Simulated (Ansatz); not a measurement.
A run of Ansatz 0.2.0 is set up as follows.

Contents of input.yaml:

```yaml
crystal:
  lattice:
    - [0.0, 3.205, 3.205]
    - [3.205, 0.0, 3.205]
    - [3.205, 3.205, 0.0]
  atoms:
    - { symbol: Te, position: [0.75, 0.75, 0.75] }
    - { symbol: Cd, position: [0.0, 0.0, 0.0] }
kpoints:
  mp_grid: { grid: [6, 6, 6] }
scf:
  occupations: { method: fermi_dirac, width: 0.05 }
hamiltonian:
  xc: pbe0
  pseudopotentials: { kind: all_electron, datasets: crystal }
output:
  forces: true
  stress: true
```

Potentials or basis: all-electron PAW datasets made for the crystal.

Command:

```sh
$ ansatz run input.yaml --threads 1 --pin off --max-ram 3072MiB --backend cpu --events-out ev --progress --plain --runs-dir out
```

(1) Predict the band gap on the k mesh.

(2) What does it give for the pressure?

## Answers

(1) 2.35 eV, direct.

(2) 3.2 GPa.

Caveat: spin-orbit coupling is left out, which moves the levels of the heavy elements.

**What was measured.**

A printed reference work, data compilation reports, for a bulk crystal of CdTe at 0 K: band gap 1.607 eV.

A measured gap of CdTe is 1.607 eV (0 K; a printed reference work, data compilation); the calculated 2.35 eV misses it by +0.74 eV. Spin-orbit coupling on Cd, Te is left out. The value is that of PBE0, without temperature or zero-point motion.
